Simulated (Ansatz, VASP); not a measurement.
## B in VASP and in Ansatz

```xyz
1
Lattice="-1.1406 1.1406 1.1406 1.1406 -1.1406 1.1406 1.1406 1.1406 -1.1406" Properties=species:S:1:pos:R:3 pbc="T T T"
B     0.0000    0.0000    0.0000
```

Alike in both runs: functional LDA; k mesh 18 × 18 × 18; occupations fermi-dirac, width 0.1 eV; no spin polarisation.

Ansatz relaxed the structure, and its values are those at the end. VASP's run is a single point on that final structure, the one shown.

```csv
,VASP,Ansatz
version,VASP 6.6.1,Ansatz 0.2.0
potentials or method,"VASP PAW LDA potentials, release 64 (B)","plane waves (420 eV) with PAW, scalar-relativistic"
plane-wave cutoff (eV),520,420
valence electrons in the cell,3,3
```

Ansatz gave:

| Item | Value |
| --- | --- |
| pressure (GPa) | 0.0 |

Task: What did VASP give for the same quantities?

Result: Pressure (GPa): 0.3.

Ansatz warned: «pseudo_functional_mismatch».
